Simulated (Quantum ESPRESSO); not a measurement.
# CdTe (F-43m): modes at Γ and the response to a field

Aim: the zone-centre modes of CdTe (F-43m).

Program: Quantum ESPRESSO 7.5. Level of theory: DFT LDA, scalar-relativistic, plane waves, GBRV ultrasoft pseudopotentials. Results are calculated unless marked as measured.

### 1. The starting structure

Symmetry: F-43m, No. 216, cubic system. Conventional cell: a = 6.480 Å, b = 6.480 Å, c = 6.480 Å, α = 90.00°, β = 90.00°, γ = 90.00°. Nearest to Cd lie 4 Te at 2.81 Å. Nearest to Te lie 4 Cd at 2.81 Å. Farther neighbours and most contacts between anions are not listed.

Structure file:

```cif
data_structure
_symmetry_space_group_name_H-M 'P 1'
_symmetry_Int_Tables_number 1
_cell_length_a 4.5821
_cell_length_b 4.5821
_cell_length_c 4.5821
_cell_angle_alpha 60.000
_cell_angle_beta 60.000
_cell_angle_gamma 60.000
_cell_volume 68.02
loop_
_atom_site_label
_atom_site_type_symbol
_atom_site_fract_x
_atom_site_fract_y
_atom_site_fract_z
_atom_site_occupancy
Cd1 Cd 0.00000 0.00000 0.00000 1
Te2 Te 0.25000 0.25000 0.25000 1
```

### 2. A first look

A cheap run with smearing and empty bands tells whether the crystal has a gap, which decides between fixed occupations and smearing later on.

Input file probe.in:

```
&control
   calculation = 'scf'
   prefix = 'x'
   outdir = './tmp'
   pseudo_dir = './pseudo'
   tprnfor = .true.
   tstress = .true.
   verbosity = 'high'
/
&system
   ibrav = 0
   nat = 2
   ntyp = 2
   ecutwfc = 40.0
   ecutrho = 240.0
   occupations = 'smearing'
   smearing = 'gaussian'
   degauss = 0.01
/
&electrons
   conv_thr = 1.0d-07
   mixing_beta = 0.7
   electron_maxstep = 100
/
ATOMIC_SPECIES
 Cd    112.4140  Cd.upf
 Te    127.6000  Te.upf
CELL_PARAMETERS angstrom
     0.000000000    3.240000000    3.240000000
     3.240000000    0.000000000    3.240000000
     3.240000000    3.240000000    0.000000000
ATOMIC_POSITIONS crystal
 Cd     0.000000000   0.000000000   0.000000000
 Te     0.250000000   0.250000000   0.250000000
K_POINTS automatic
 6 6 6 0 0 0
```

Run with:

```sh
OMP_NUM_THREADS=1 mpirun -n 4 pw.x -nk 4 -in probe.in > probe.out
```

Log:

```text
[banners, grids, parts of the stress and lines that vanish by symmetry left out]
Program PWSCF v.7.5
     Message from routine setup:
     using ibrav=0 with symmetry is DISCOURAGED, use correct ibrav instead
[...]
kinetic-energy cutoff     =      40.0000  Ry
     charge density cutoff     =     240.0000  Ry
     scf convergence threshold =      1.0E-07
[...]
Exchange-correlation= SLA  PZ   NOGX NOGC
                           (   1   1   0   0   0   0   0)
[...]
24 Sym. Ops. (no inversion) found
[...]
(     0          1          0      )
                  (     0          0          1      )
[...]
( -0.0000000  1.0000000  0.0000000 )
                  ( -0.0000000  0.0000000  1.0000000 )
[...]
(     1          0         -1      )
                  (     0          0         -1      )
[...]
(  0.0000000  1.0000000 -0.0000000 )
[...]
(     1         -1          0      )
                  (     0         -1          0      )
[...]
(  0.0000000 -0.0000000  1.0000000 )
                  (  0.0000000 -1.0000000  0.0000000 )
[...]
number of k points=    16  Gaussian smearing, width (Ry)=  0.0100
[...]
End of self-consistent calculation
[...]
the Fermi energy is     5.1171 ev
!    total energy              =    -141.11163694 Ry
[...]
convergence has been achieved in   8 iterations
[...]
atom    1 type  1   force =     0.00000000    0.00000000    0.00000000
     atom    2 type  2   force =     0.00000000    0.00000000    0.00000000
[...]
Total force =     0.000000     Total SCF correction =     0.000000
[...]
total   stress  (Ry/bohr**3)                   (kbar)     P=      -14.04
[...]
XML data file, charge density, pseudopotentials, collected wavefunctions

   JOB DONE.
```

The job ended after 22 s (4 MPI ranks of Intel Xeon at 2.50GHz (Skylake/Cascade Lake), shared host).

This step gave:

```
volume per atom   : 34.01 Å³
pressure          : -1.404 GPa
gap on the k-mesh : 0.5015 eV
```

A gap of 0.50 eV opens on this mesh, so the crystal is taken as an insulator; the start stands at -1.4 GPa.

### 3. Relaxing the cell and atoms

The relaxation runs at a cutoff a fifth above that of the response, since stress converges more slowly with the basis than frequencies do. Forces and stress are brought to rest with tight thresholds.

Input file relax.in:

```
&control
   calculation = 'vc-relax'
   prefix = 'x'
   outdir = './tmp'
   pseudo_dir = './pseudo'
   tprnfor = .true.
   tstress = .true.
   forc_conv_thr = 2.0d-05
   etot_conv_thr = 1.0d-07
   nstep = 40
/
&system
   ibrav = 0
   nat = 2
   ntyp = 2
   ecutwfc = 48
   ecutrho = 288.0
   occupations = 'fixed'
   nbnd = 11
/
&electrons
   conv_thr = 1.0d-11
   mixing_beta = 0.7
   electron_maxstep = 100
/
&ions
/
&cell
   press_conv_thr = 0.2
/
ATOMIC_SPECIES
 Cd    112.4140  Cd.upf
 Te    127.6000  Te.upf
CELL_PARAMETERS angstrom
     0.000000000    3.240000000    3.240000000
     3.240000000    0.000000000    3.240000000
     3.240000000    3.240000000    0.000000000
ATOMIC_POSITIONS crystal
 Cd     0.000000000   0.000000000   0.000000000
 Te     0.250000000   0.250000000   0.250000000
K_POINTS automatic
 8 8 8 0 0 0
```

Run with:

```sh
OMP_NUM_THREADS=1 mpirun -n 4 pw.x -nk 4 -in relax.in > relax.out
```

Log:

```text
[banners, grids, parts of the stress and lines that vanish by symmetry left out]
[banner, memory and clock lines left out]
Program PWSCF v.7.5

[...]
kinetic-energy cutoff     =      48.0000  Ry
     charge density cutoff     =     288.0000  Ry
     scf convergence threshold =      1.0E-11
[...]
energy convergence thresh.=      1.0E-07
     force convergence thresh. =      2.0E-05
     press convergence thresh. =      2.0E-01
     Exchange-correlation= SLA  PZ   NOGX NOGC
                           (   1   1   0   0   0   0   0)
[...]
24 Sym. Ops. (no inversion) found
[...]
number of k points=    29
[...]
End of self-consistent calculation
[...]
highest occupied, lowest unoccupied level (ev):     4.8443    5.3485
!    total energy              =    -141.11259767 Ry
[...]
convergence has been achieved in  12 iterations
[...]
atom    1 type  1   force =     0.00000000   -0.00000000    0.00000000
     atom    2 type  2   force =     0.00000000    0.00000000   -0.00000000
     Total force =     0.000000     Total SCF correction =     0.000000
[...]
total   stress  (Ry/bohr**3)                   (kbar)     P=      -12.82
[...]
number of bfgs steps    =   0
[...]
CELL_PARAMETERS (angstrom)
[...]
ATOMIC_POSITIONS (crystal)
Cd              -0.0000000000        0.0000000000       -0.0000000000
Te               0.2500000000        0.2500000000        0.2500000000
[...]
New effective cutoffs (rho, wfc):  288.75   48.21
[...]
End of self-consistent calculation
[...]
highest occupied, lowest unoccupied level (ev):     4.9225    5.4460
!    total energy              =    -141.11282879 Ry
[...]
convergence has been achieved in   6 iterations
[...]
atom    1 type  1   force =    -0.00000000    0.00000000   -0.00000000
     atom    2 type  2   force =     0.00000000    0.00000000    0.00000000
     Total force =     0.000000     Total SCF correction =     0.000000
[...]
total   stress  (Ry/bohr**3)                   (kbar)     P=      -10.22
[...]
number of bfgs steps    =   1
[...]
CELL_PARAMETERS (angstrom)
[...]
ATOMIC_POSITIONS (crystal)
Cd               0.0000000000       -0.0000000000        0.0000000000
Te               0.2500000000        0.2500000000        0.2500000000
[...]
New effective cutoffs (rho, wfc):  290.66   48.53
[...]
End of self-consistent calculation
[...]
highest occupied, lowest unoccupied level (ev):     5.0414    5.5940
!    total energy              =    -141.11307824 Ry
[...]
convergence has been achieved in   8 iterations
[...]
atom    1 type  1   force =     0.00000000    0.00000000    0.00000000
     atom    2 type  2   force =     0.00000000    0.00000000    0.00000000
     Total force =     0.000000     Total SCF correction =     0.000000
[...]
total   stress  (Ry/bohr**3)                   (kbar)     P=       -6.17
[...]
number of bfgs steps    =   2
[...]
CELL_PARAMETERS (angstrom)
[...]
ATOMIC_POSITIONS (crystal)
[...]
New effective cutoffs (rho, wfc):  293.54   49.01
[...]
End of self-consistent calculation
[...]
highest occupied, lowest unoccupied level (ev):     5.2231    5.8198
!    total energy              =    -141.11319986 Ry
[...]
convergence has been achieved in   9 iterations
[...]
atom    1 type  1   force =    -0.00000000    0.00000000    0.00000000
     atom    2 type  2   force =    -0.00000000    0.00000000    0.00000000
     Total force =     0.000000     Total SCF correction =     0.000000
[...]
total   stress  (Ry/bohr**3)                   (kbar)     P=        0.32
[...]
number of bfgs steps    =   3
[...]
CELL_PARAMETERS (angstrom)
[...]
ATOMIC_POSITIONS (crystal)
[...]
New effective cutoffs (rho, wfc):  293.40   48.98
[...]
End of self-consistent calculation
[...]
highest occupied, lowest unoccupied level (ev):     5.2143    5.8088
!    total energy              =    -141.11320019 Ry
[...]
convergence has been achieved in   5 iterations
[...]
atom    1 type  1   force =     0.00000000   -0.00000000    0.00000000
     atom    2 type  2   force =    -0.00000000    0.00000000    0.00000000
     Total force =     0.000000     Total SCF correction =     0.000000
[...]
total   stress  (Ry/bohr**3)                   (kbar)     P=       -0.01
[...]
number of bfgs steps    =   4
[...]
small trust_radius: resetting bfgs history
[...]
CELL_PARAMETERS (angstrom)
[...]
ATOMIC_POSITIONS (crystal)
[...]
New effective cutoffs (rho, wfc):  293.40   48.98
[...]
End of self-consistent calculation
[...]
highest occupied, lowest unoccupied level (ev):     5.2143    5.8089
!    total energy              =    -141.11320019 Ry
[...]
convergence has been achieved in   3 iterations
[...]
atom    1 type  1   force =     0.00000000    0.00000000   -0.00000000
     atom    2 type  2   force =     0.00000000    0.00000000    0.00000000
     Total force =     0.000000     Total SCF correction =     0.000000
[...]
total   stress  (Ry/bohr**3)                   (kbar)     P=       -0.01
[...]
bfgs converged in   6 scf cycles and   5 bfgs steps
[...]
End of BFGS Geometry Optimization
     Final enthalpy           =    -141.1132001903 Ry
     File ./tmp/x.bfgs deleted, as requested
[...]
CELL_PARAMETERS (angstrom)
[...]
ATOMIC_POSITIONS (crystal)
Cd               0.0000000000       -0.0000000000        0.0000000000
Te               0.2500000000        0.2500000000        0.2500000000
[...]
Final scf calculation at the relaxed structure.
[...]
kinetic-energy cutoff     =      48.0000  Ry
     charge density cutoff     =     288.0000  Ry
     scf convergence threshold =      1.0E-13
[...]
press convergence thresh. =      2.0E-01
     Exchange-correlation= SLA  PZ   NOGX NOGC
                           (   1   1   0   0   0   0   0)
[...]
24 Sym. Ops. (no inversion) found
[...]
number of k points=    29
[...]
c_bands:  1 eigenvalues not converged
     c_bands:  1 eigenvalues not converged
[...]
End of self-consistent calculation
[...]
highest occupied, lowest unoccupied level (ev):     5.2144    5.8089
!    total energy              =    -141.11302523 Ry
[...]
convergence has been achieved in  15 iterations
[...]
atom    1 type  1   force =     0.00000000    0.00000000    0.00000000
     atom    2 type  2   force =     0.00000000    0.00000000    0.00000000
     Total force =     0.000000     Total SCF correction =     0.000000
[...]
total   stress  (Ry/bohr**3)                   (kbar)     P=        0.67
[...]
XML data file, charge density, pseudopotentials, collected wavefunctions
```

It took 2.9 min on 4 MPI ranks.

The steps of the relaxation:

```
step  energy less that of the first step (eV)  largest force (eV/Å)  pressure (GPa)  volume (Å³)
   1                                   0.0000                0.0000           -1.28        68.02
   2                                  -0.0031                0.0000           -1.02        67.58
   3                                  -0.0065                0.0000           -0.62        66.92
   4                                  -0.0082                0.0000            0.03        65.93
   5                                  -0.0082                0.0000            0.00        65.98
   6                                  -0.0082                0.0000            0.00        65.98
   7                                  -0.0058                0.0000            0.07        65.98
```

| conventional cell, symmetrised | before | after | change |
| --- | --- | --- | --- |
| a (Å) | 6.480 | 6.414 | -1.0 % |
| b (Å) | 6.480 | 6.414 | -1.0 % |
| c (Å) | 6.480 | 6.414 | -1.0 % |
| volume (Å³/atom) | 34.01 | 32.99 | -3.0 % |

Final coordinates:

```xyz
2
Lattice="0.0000 3.2072 3.2072 3.2072 0.0000 3.2072 3.2072 3.2072 0.0000" Properties=species:S:1:pos:R:3 pbc="T T T"
Cd    0.0000    0.0000    0.0000
Te    1.6036    1.6036    1.6036
```

The last row of the table of steps is pw.x's closing run on a basis chosen anew for the final cell, so its energy can jump.

Read from the output:

- volume per atom: 32.99 Å³
- pressure: 0.067 GPa
- gap on the k-mesh: 0.5945 eV

The volume changes by -3.0 % from the cell with which this run began.

### 4. Ground state

The response is built on this ground state, so it is converged far tighter than an energy would need. With a gap, occupations are fixed, which also allows the response to an electric field.

Input file scf.in:

```
&control
   calculation = 'scf'
   prefix = 'x'
   outdir = './tmp'
   pseudo_dir = './pseudo'
   tprnfor = .true.
   tstress = .true.
/
&system
   ibrav = 0
   nat = 2
   ntyp = 2
   ecutwfc = 40.0
   ecutrho = 240.0
   occupations = 'fixed'
   nbnd = 11
/
&electrons
   conv_thr = 1.0d-12
   mixing_beta = 0.7
   electron_maxstep = 100
/
ATOMIC_SPECIES
 Cd    112.4140  Cd.upf
 Te    127.6000  Te.upf
CELL_PARAMETERS angstrom
     0.000000000    3.207242923    3.207242923
     3.207242923    0.000000000    3.207242923
     3.207242923    3.207242923    0.000000000
ATOMIC_POSITIONS crystal
 Cd     0.000000000   0.000000000   0.000000000
 Te     0.250000000   0.250000000   0.250000000
K_POINTS automatic
 8 8 8 0 0 0
```

Run with:

```sh
OMP_NUM_THREADS=1 mpirun -n 4 pw.x -nk 4 -in scf.in > scf.out
```

Log:

```text
[banners, grids, parts of the stress and lines that vanish by symmetry left out]
[banner, memory and clock lines left out]
Program PWSCF v.7.5

[...]
kinetic-energy cutoff     =      40.0000  Ry
     charge density cutoff     =     240.0000  Ry
     scf convergence threshold =      1.0E-12
[...]
Exchange-correlation= SLA  PZ   NOGX NOGC
                           (   1   1   0   0   0   0   0)
[...]
24 Sym. Ops. (no inversion) found
[...]
number of k points=    29
[...]
c_bands:  3 eigenvalues not converged
[...]
End of self-consistent calculation
[...]
highest occupied, lowest unoccupied level (ev):     5.2144    5.8088
!    total energy              =    -141.11256144 Ry
[...]
convergence has been achieved in  12 iterations
[...]
atom    1 type  1   force =     0.00000000    0.00000000   -0.00000000
     atom    2 type  2   force =     0.00000000    0.00000000    0.00000000
     Total force =     0.000000     Total SCF correction =     0.000000
[...]
total   stress  (Ry/bohr**3)                   (kbar)     P=        0.54
[...]
XML data file, charge density, pseudopotentials, collected wavefunctions
```

Elapsed: 28 s, on 4 MPI ranks; 81 s of CPU time.

Numbers from this step:

```
pressure          : 0.05400 GPa
gap on the k-mesh : 0.5944 eV
```

The cell stands at 0.054 GPa, close enough for phonons.

[end of part 1 of 2]

[Host names and launcher messages were left out of these logs when they were recorded.]

[Logs are printed without paths, hosts, clocks, repeated set-up lines and the standing remarks that a program may print on its own settings, such as how far it seeks lower states.]

[Hosts, paths, dates, database ids (printed as entryN), source tags and the programs' standing remarks are cut or masked in the printed files.]
